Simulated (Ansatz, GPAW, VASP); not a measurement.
## One calculation of W, 4 ways

```
W
1.0
    -1.58234    1.58234    1.58234
     1.58234   -1.58234    1.58234
     1.58234    1.58234   -1.58234
W
1
Direct
  0.00000 0.00000 0.00000
```

Alike in all runs: task single point; functional PBE; k mesh 12 × 12 × 12; occupations gaussian, width 0.011 eV; no spin polarisation; no spin-orbit coupling. Pressure is positive in compression and, in plane waves, holds the error of the finite cutoff, which Ansatz's Pulay term estimates and takes out.

```csv
program and potentials,plane-wave cutoff (eV),notes,band gap (eV),pressure (GPa)
"Ansatz, Ansatz PAW",420,Pulay term of +0.08 GPa included,no gap,6.03
"Ansatz, all-electron LAPW, scalar-relativistic",-,-,no gap,6.11
"GPAW, GPAW PAW data sets (gpaw-data 1.2.1)",600,-,no gap,5.88
"VASP, PBE PAW files W_sv, 520 eV",520,-,no gap,6.71
```

None finds a gap. The pressure spans 5.88 (GPAW, GPAW PAW data sets (gpaw-data 1.2.1)) to 6.71 GPa (VASP, PBE PAW files W_sv, 520 eV), with all-electron results at 6.11.

The functional is the same throughout but for its coding, so the spread measures potentials, basis and numerics; runs on potential files found faulty are left out.
